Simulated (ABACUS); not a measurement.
The system is Sr.

```
Sr
1.0
    -2.43500    2.43500    2.43500
     2.43500   -2.43500    2.43500
     2.43500    2.43500   -2.43500
Sr
1
Direct
  0.00000 0.00000 0.00000
```

This isn't the form of Sr at room conditions, which is fcc.

```yaml
Program: ABACUS 3.10.1
Task: single point
Functional: PBE
Potentials_or_basis: PseudoDojo NC SR 0.4.1 PBE standard
Cutoff: 1361 eV
Density_cutoff: 5442 eV
Basis: DZP LCAO (the cutoffs set its grid)
k_mesh: 8 × 8 × 8
Occupations: fermi-dirac, width 0.05 eV
Spin: no spin polarisation
```

On this cell: pressure -1.0 GPa; band gap on the k mesh none (metal or under the smearing width).

The same run follows on a disturbed copy (cell strained at random at fixed volume):

```
Sr
1.0
    -2.38017    2.47759    2.42469
     2.37795   -2.51859    2.46347
     2.36561    2.50403   -2.46569
Sr
1
Direct
  0.01360 0.00598 0.98610
```

**Question.** What does the disturbed cell give?

**Answer.** The energy (extrapolated to zero smearing) moves by +1.8 meV/atom; pressure -1.0 GPa; band gap on the k mesh none (metal or under the smearing width).

Stress tensor (GPa, compression positive):
```
-0.87  0.09  0.02
 0.09 -1.05  0.25
 0.02  0.25 -1.02
```

Caveats: the atomic orbitals were generated for these runs and aren't a published set; the cell was measured hot, at 901 K; the basis of atomic orbitals isn't converged, which shifts pressures, moduli and gaps.
